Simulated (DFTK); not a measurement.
# KTaO3 under changes of volume

One of the cells (12.688 Å³/atom); the others are scaled copies at fixed shape and fractional positions:

```
CELL_PARAMETERS angstrom
3.98830 0.00000 0.00000
0.00000 3.98830 0.00000
0.00000 0.00000 3.98830
ATOMIC_POSITIONS crystal
Ta 0.00000 0.00000 0.00000
K 0.50000 0.50000 0.50000
O 0.00000 0.00000 0.50000
O 0.00000 0.50000 0.00000
O 0.50000 0.00000 0.00000
```

- Program: DFTK 0.8.2
- Functional: PBE
- Potentials or basis: dojo.nc.sr.pbe.v0_4_1.standard.upf (PBE)
- Cutoff: 1143 eV
- k mesh: 7 × 7 × 7
- Occupations: fermi-dirac, width 0.05 eV
- Spin: no spin polarisation

```tsv
volume (Å³/atom)	energy over the lowest point (meV/atom)	pressure (GPa)	gap on the mesh (eV)
11.927	?	?	?
12.180	31.81	13.6	2.39
12.434	14.14	8.7	2.35
12.688	3.79	4.4	2.30
12.942	0.00	0.4	2.25
13.196	2.11	-3.1	2.20
13.449	9.53	-6.3	2.15
```

Task: What does the run at 11.927 Å³/atom give?

Result: Energy over the lowest point 57.61 meV/atom; pressure 19.0 GPa; gap on the mesh 2.44 eV.

Worked out: A Birch-Murnaghan fit of order 3 (a polynomial in V^(-2/3)) to the other rows has its minimum at 12.97 Å³/atom with B0 = V·E''(V) = 188 GPa and B' = 4.4. It gives 57.47 meV/atom at 11.927 Å³/atom, against the run's 57.61, and -dE/dV = 19.0 GPa, against 19.0. A straight line through the other rows of the gap, of slope -2.45 eV per unit of ln V, extrapolates to 2.45 eV, against the run's 2.44.

Energies are extrapolated to zero smearing.

Caveats: spin-orbit coupling is left out, which moves the levels of the heavy elements; an odd mesh through Γ misses points on the zone boundary, where band edges often lie.
